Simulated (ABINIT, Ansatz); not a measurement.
# Quasiparticle gap of KBr (Fm-3m) in ABINIT

How does a plane-wave GW calculation on KBr (Fm-3m) run from the first input to the gap?

Program: ABINIT 10.8.3. Level of theory: LDA and many-body steps on it, plane waves. Results are calculated unless marked as measured.

### Step 1. The structure

The structure is cubic, space group Fm-3m (No. 225). Conventional cell: a = 6.600 Å, b = 6.600 Å, c = 6.600 Å, α = 90.00°, β = 90.00°, γ = 90.00°. Nearest to K lie 6 Br at 3.30 Å. Nearest to Br lie 6 K at 3.30 Å. Farther neighbours and most contacts between anions are not listed.

The cell and positions come from the Crystallography Open Database and are kept as given unless a step says otherwise.

### Step 2. Ground state

This step: ABINIT 10.8.3; DFT, LDA, plane waves, norm-conserving pseudopotentials.

The ground-state density comes first.

run.abi reads:

```
acell 3*1.0 Angstrom
rprim 
  0.000000000000 3.300000000000 3.300000000000
  3.300000000000 -0.000000000000 3.300000000000
  3.300000000000 3.300000000000 0.000000000000
ntypat 2
znucl 19 35
natom 2
typat 1 2
xred 
  0.000000000000 0.000000000000 0.000000000000
  0.500000000000 0.500000000000 0.500000000000
pp_dirpath "pseudos"
pseudos "K.upf, Br.upf"
ecut 32
ngkpt 6 6 6
nshiftk 1
shiftk 0 0 0
kptopt 1
chksymbreak 0
nband 13
occopt 1
tolvrs 1e-10
nstep 60
prtwf 0
optforces 0
optstress 0
indata_prefix "in"
outdata_prefix "out"
tmpdata_prefix "tmp"
```

Launch:

```sh
OMP_NUM_THREADS=1 mpirun -n 4 abinit run.abi > log
```

Numbers of over 12 decimals in the logs are rounded to 6 here.

The program printed:

```text
.Version 10.8.3 of ABINIT. v10.8.2 released Aug 2026.

 Symmetries : space group Fm -3 m (#225); Bravais cF (face-center cubic)
================================================================================
 Values of the parameters that define the memory need of the present run
     intxc =       0    ionmov =       0      iscf =       7    lmnmax =       6
     lnmax =       6     mgfft =      48  mpssoang =       3    mqgrid =    3001
     natom =       2  nloc_mem =       1    nspden =       1   nspinor =       1
    nsppol =       1      nsym =      48    n1xccc =    2501    ntypat =       2
    occopt =       1   xclevel =       1
-    mband =          13        mffmem =           1         mkmem =           4
       mpw =        4216          nfft =      110592          nkpt =          16
================================================================================
  Rough estimation (10% accuracy) of disk space for files :
================================================================================

--------------------------------------------------------------------------------
------------- Echo of variables that govern the present computation ------------
--------------------------------------------------------------------------------
 -outvars: echo values of preprocessed input variables --------
            acell      1.8897261259E+00  1.8897261259E+00  1.8897261259E+00 Bohr

      chksymbreak           0
             ecut      3.20000000E+01 Hartree
-          fftalg         312

              ixc       -1012
              kpt      0.00000000E+00  0.00000000E+00  0.00000000E+00
                       1.66666667E-01  0.00000000E+00  0.00000000E+00
                       3.33333333E-01  0.00000000E+00  0.00000000E+00
                       5.00000000E-01  0.00000000E+00  0.00000000E+00
                       1.66666667E-01  1.66666667E-01  0.00000000E+00
                       3.33333333E-01  1.66666667E-01  0.00000000E+00
                       5.00000000E-01  1.66666667E-01  0.00000000E+00
                      -3.33333333E-01  1.66666667E-01  0.00000000E+00
                      -1.66666667E-01  1.66666667E-01  0.00000000E+00
   [... 5 further rows ...]
                      -3.33333333E-01  3.33333333E-01  1.66666667E-01
                      -3.33333333E-01  5.00000000E-01  1.66666667E-01
         kptrlatt        6    0    0      0    6    0      0    0    6
          kptrlen      5.29150311E+01
P           mkmem           4
            natom           2
            nband          13
            ngfft          48      48      48
             nkpt          16
            nstep          60
             nsym          48
           ntypat           2
              occ      2.000000  2.000000  2.000000  2.000000  2.000000  2.000000
                       2.000000  2.000000  0.000000  0.000000  0.000000  0.000000
                       0.000000
        optforces           0
        optstress           0
            prtwf           0
            rprim      0.0000000000E+00  3.3000000000E+00  3.3000000000E+00
[...]
spgroup         225

           tolvrs      1.00000000E-10

             xred      0.0000000000E+00  0.0000000000E+00  0.0000000000E+00
[...]
znucl       19.00000   35.00000

================================================================================

 chkinp: Checking input parameters for consistency.

================================================================================
== DATASET  1 ==================================================================
-   mpi_nproc: 4, omp_nthreads: 1 (-1 if OMP is not activated)

--- !DatasetInfo
iteration_state: {dtset: 1, }
dimensions: {natom: 2, nkpt: 16, mband: 13, nsppol: 1, nspinor: 1, nspden: 1, mpw: 4216, }
cutoff_energies: {ecut:  32.0, pawecutdg:  -1.0, }
electrons: {nelect:   1.60000000E+01, charge:   0.00000000E+00, occopt:   1.00000000E+00, tsmear:   1.00000000E-02, }

 Real(R)+Recip(G) space primitive vectors, cartesian coordinates (Bohr,Bohr^-1):
 R(1)=  0.0000000  6.2360962  6.2360962  G(1)= -0.0801784  0.0801784  0.0801784
 R(2)=  6.2360962  0.0000000  6.2360962  G(2)=  0.0801784 -0.0801784  0.0801784
 R(3)=  6.2360962  6.2360962  0.0000000  G(3)=  0.0801784  0.0801784 -0.0801784
 Unit cell volume ucvol=  4.8502979E+02 bohr^3
 Angles (23,13,12)=  6.00000000E+01  6.00000000E+01  6.00000000E+01 degrees

 getcut: wavevector=  0.0000  0.0000  0.0000  ngfft=  48  48  48
         ecut(hartree)=     32.000   => boxcut(ratio)=   2.13734

--- Pseudopotential description ------------------------------------------------
- K Generated using ONCVPSP code by D. R. Hamann
- 19.00000   9.00000  180309                  znucl, zion, pspdat
12 -1012 2 -1 2170                            pspcod,pspxc,lmax,lloc,mmax
     nproj     2     2     2
  pspatm : epsatm=    8.21740868
         --- l  ekb(1:nproj) -->
[...]
pspatm: atomic psp has been read  and splines computed

- Br Generated using ONCVPSP code by D. R. Hamann
- 35.00000   7.00000  180309                  znucl, zion, pspdat
12 -1012 2 -1 1084                            pspcod,pspxc,lmax,lloc,mmax
     nproj     2     2     2
  pspatm : epsatm=   10.24179696
         --- l  ekb(1:nproj) -->
[...]
2    2.423121    0.400160
 pspatm: atomic psp has been read  and splines computed

   2.95347290E+02                                ecore*ucvol(ha*bohr**3)
--------------------------------------------------------------------------------

_setup2: Arith. and geom. avg. npw (full set) are    4194.069    4194.049

================================================================================

--- !BeginCycle
iteration_state: {dtset: 1, }
solver: {iscf: 7, nstep: 60, nline: 4, wfoptalg: 0, }
tolerances: {tolvrs: 1.00E-10, }

     iter   Etot(hartree)      deltaE(h)  residm     vres2
 ETOT  1  -45.811318218823    -4.581E+01 3.493E-02 8.180E+01
 ETOT  2  -45.831428564190    -2.011E-02 6.314E-03 2.047E+00
 ETOT  3  -45.831693825543    -2.653E-04 3.049E-03 3.169E-01
 ETOT  4  -45.831708840697    -1.502E-05 1.204E-03 5.138E-03
 ETOT  5  -45.831708998382    -1.577E-07 1.969E-03 5.818E-05
 ETOT  6  -45.831709001163    -2.781E-09 7.767E-03 6.606E-06
 ETOT  7  -45.831709001778    -6.146E-10 2.227E-03 2.386E-07
 ETOT  8  -45.831709001789    -1.184E-11 3.624E-03 2.734E-09
 ETOT  9  -45.831709001788     9.521E-13 3.109E-04 3.884E-11

 At SCF step    9       vres2   =  3.88E-11 < tolvrs=  1.00E-10 =>converged.

--- !ResultsGS
iteration_state: {dtset: 1, }
comment   : Summary of ground state results
lattice_vectors:
- [  0.0000000,   6.2360962,   6.2360962, ]
- [  6.2360962,  -0.0000000,   6.2360962, ]
- [  6.2360962,   6.2360962,   0.0000000, ]
lattice_lengths: [   8.81917,    8.81917,    8.81917, ]
lattice_angles: [ 60.000,  60.000,  60.000, ] # degrees, (23, 13, 12)
lattice_volume:   4.8502979E+02
convergence: {deltae:  9.521E-13, res2:  3.884E-11, residm:  3.109E-04, diffor:  0.000E+00, }
etotal    :  -4.58317090E+01
entropy   :   0.00000000E+00
fermie    :  -7.39522276E-03
cartesian_stress_tensor: null
pressure_GPa: null
xred      :
- [  0.0000E+00,   0.0000E+00,   0.0000E+00,  K]
- [  5.0000E-01,   5.0000E-01,   5.0000E-01, Br]
cartesian_forces: null
force_length_stats: {min: null, max: null, mean: null, }

 Integrated electronic density in atomic spheres:
 ------------------------------------------------
 Atom  Sphere_radius  Integrated_density
    1        2.00000          6.92021275
    2        2.00000          4.25427605
================================================================================

 ----iterations are completed or convergence reached----

 Mean square residual over all n,k,spin=   83.446E-07; max=  31.094E-05
 reduced coordinates (array xred) for    2 atoms
       0.000000000000      0.000000000000      0.000000000000
       0.500000000000      0.500000000000      0.500000000000
 rms dE/dt=  0.0000E+00; max dE/dt=  0.0000E+00; dE/dt below (all hartree)
    1       0.000000000000      0.000000000000      0.000000000000
    2       0.000000000000      0.000000000000      0.000000000000

 cartesian coordinates (angstrom) at end:
    1      0.000000     0.000000     0.000000
    2      3.300000     3.300000     3.300000
 length scales=  1.889726125908  1.889726125908  1.889726125908 bohr
              =  1.000000000000  1.000000000000  1.000000000000 angstroms
 prteigrs : about to open file out_EIG
 Fermi (or HOMO) energy (hartree) =  -0.00740   Average Vxc (hartree)=  -0.29438
 Eigenvalues (hartree) for nkpt=  16  k points:
 kpt#   1, nband= 13, wtk=  0.00463, kpt=  0.0000  0.0000  0.0000 (reduced coord)
  -1.01644   -0.46192   -0.41641   -0.41641   -0.41641   -0.00740   -0.00740   -0.00740
   0.14077    0.26304    0.26304    0.26305    0.29506
 prteigrs : prtvol=0 or 1, do not print more k-points.

--- !EnergyTerms
iteration_state     : {dtset: 1, }
comment             : Components of total free energy in Hartree
kinetic             :  1.46551196752329E+01
hartree             :  9.58894084460335E+00
xc                  : -1.14117761208625E+01
Ewald energy        : -2.93989375638298E+01
psp_core            :  6.08926077517895E-01
local_psp           : -3.64663735992049E+01
non_local_psp       :  6.59239168475457E+00
total_energy        : -4.58317090017884E+01
total_energy_eV     : -1.24714433596107E+03
band_energy         : -5.61504775677640E+00

== END DATASET(S) ==============================================================
================================================================================

 -outvars: echo values of variables after computation  --------
           etotal     -4.5831709002E+01
            nband          13
             nkpt          16
          spgroup         225
 [... the other variables as echoed above ...]

 Calculation completed.
```

The job ended after 9.5 s (4 MPI ranks of Intel Xeon Platinum 8375C at 2.90GHz (Ice Lake), shared host; peak memory 0.37 GiB).

This step gave:

```
total energy               : -1247.1443 eV
gap                        : 4.032 eV
k of the valence top       : 0, 0, 0
k of the conduction bottom : 0, 0, 0
least direct gap           : 4.032 eV
```

The gap is direct, at Γ.

[end of part 1 of 3]

[Paths, hosts, dates, memory and timing lines, banners, echoed tables and standing remarks are left out of the program output.]

[Logs are printed without paths, hosts, clocks, repeated set-up lines and the standing remarks that a program may print on its own settings, such as how far it seeks lower states.]

[Runs of the session that timed out or met a known fault of the program may be left out.]

[Hosts, paths, dates, database ids (printed as entryN), source tags and the programs' standing remarks are cut or masked in the printed files.]

[G0W0 gaps are taken among the corrected bands and points alone; a level outside them can change the order at an edge.]

[Where Ansatz stands beside ABINIT at settings called matched, ABINIT's density can come from a denser mesh and the files from another edition; pairs whose starting gaps differed by over 0.03 eV were left out, so agreement reads better than it is.]
